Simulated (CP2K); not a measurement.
**Ti under changes of volume**

One of the cells (16.731 Å³/atom); the others are scaled copies at fixed shape and fractional positions:

```
CELL_PARAMETERS angstrom
2.87085 0.00000 0.00000
1.43543 2.48623 0.00000
1.43543 0.82874 2.34404
ATOMIC_POSITIONS crystal
Ti 0.00000 0.00000 0.00000
```

This isn't the form of Ti at room conditions, which is hcp.

- Program: CP2K 2026.2
- Functional: PBEsol
- Potentials or basis: POTENTIAL_UZH Ti GTH-PBE-q12; TZVP-MOLOPT-PBE-GTH basis
- Density cutoff: 6123 eV
- k mesh: 11 × 11 × 11
- Occupations: fermi-dirac, width 0.1 eV
- Spin: no spin polarisation

```csv
volume (Å³/atom),energy over the lowest point (meV/atom),pressure (GPa)
15.727,?,?
16.062,8.86,5.1
16.396,1.83,2.5
16.731,0.00,0.1
17.065,2.92,-2.1
17.400,10.17,-4.1
17.735,21.40,-5.9
```

Question: What does the run at 15.727 Å³/atom give?

Answer: Energy over the lowest point 21.64 meV/atom; pressure 8.0 GPa.

Worked out: A Birch-Murnaghan fit of order 3 (a polynomial in V^(-2/3)) to the other rows has its minimum at 16.69 Å³/atom with B0 = V·E''(V) = 115 GPa and B' = 3.6. It gives 21.63 meV/atom at 15.727 Å³/atom, against the run's 21.64, and -dE/dV = 7.6 GPa, against 8.0.

Energies are extrapolated to zero smearing.

Caveats: the potentials were made for another functional, which shifts forces and pressure; the basis of atomic orbitals isn't converged, which shifts pressures, moduli and gaps.
